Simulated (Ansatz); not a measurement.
BP: the gap against volume

BP, F-43m, a = 4.548 Å. Ansatz: PBE, PAW, 420 eV, Γ-centred 10×10×10 mesh on 2 atoms, Gaussian smearing 0.02 eV; no spin polarisation. Symmetry fixes shape and atoms, so the cell is only scaled; x = ln(V/V0) with V0 = 11.761 Å³/atom. The gap is read at the mesh points alone.

```
      x gap y (eV)
-0.0619       1.167
-0.0305       1.211
 0.0000       1.253
 0.0296           ?
 0.0583       1.329
```

Question: Fit a straight line to the other rows, give the volume deformation potential of the gap and its pressure coefficient, and predict the missing gap. B0 = 161.9 GPa.

Answer: Means x = -0.008525, y = 1.2400; Σ(Δx)² = 0.007870, ΣΔxΔy = 0.01059; the slope is their ratio. y = 1.251 + 1.346 x. The slope is the deformation potential a = dE_g/d ln V = 1.35 eV, and dE_g/dP = −a/B0 = -8.31 meV/GPa. At x = 0.0296 the fit asked for gives 1.291 eV. The run gave 1.292 eV, so the fit is 0.001 eV too low, within the rms miss on the fitted rows (0.001 eV).

Semilocal functionals give gaps under the measured ones; changes of the gap mostly carry over better.